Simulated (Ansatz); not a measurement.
Crystal: Ge.

```
CELL_PARAMETERS angstrom
-2.57449 2.57449 1.39741
2.57449 -2.57449 1.39741
2.57449 2.57449 -1.39741
ATOMIC_POSITIONS crystal
Ge 0.50000 0.50000 0.00000
Ge 0.25000 0.75000 0.50000
```

This isn't the form of Ge at room conditions, which is diamond.

Base run:

- Program: Ansatz 0.2.0
- Functional: LDA
- Potentials or basis: Ansatz PAW
- Cutoff: 420 eV (not typed: the program's choice for these potentials)
- k mesh: 11 × 11 × 11
- Occupations: fermi-dirac, width 0.05 eV
- Spin: no spin polarisation

Its results: band gap on the k mesh none (metal or under the smearing width); pressure -2.5 GPa.

After a change of settings the same cell gave: band gap on the k mesh none (metal or under the smearing width); pressure -0.6 GPa. Which change was it?
A. k mesh from 11 × 11 × 11 to 8 × 8 × 8; spin from no spin polarisation to spin-orbit coupling, no magnetisation; potential files from those of the base run to others of the same set
B. functional from LDA to PBE
C. functional from LDA to PBEsol
D. functional from LDA to PBE; occupations from fermi-dirac, width 0.05 eV to gaussian, width 0.011 eV

C.

PBEsol binds less tightly than LDA, so the same cell stands under more pressure.

Caveats: the PAW data sets come from PBE, with cores solved anew for the run's functional, which leaves a small shift of forces and pressure.
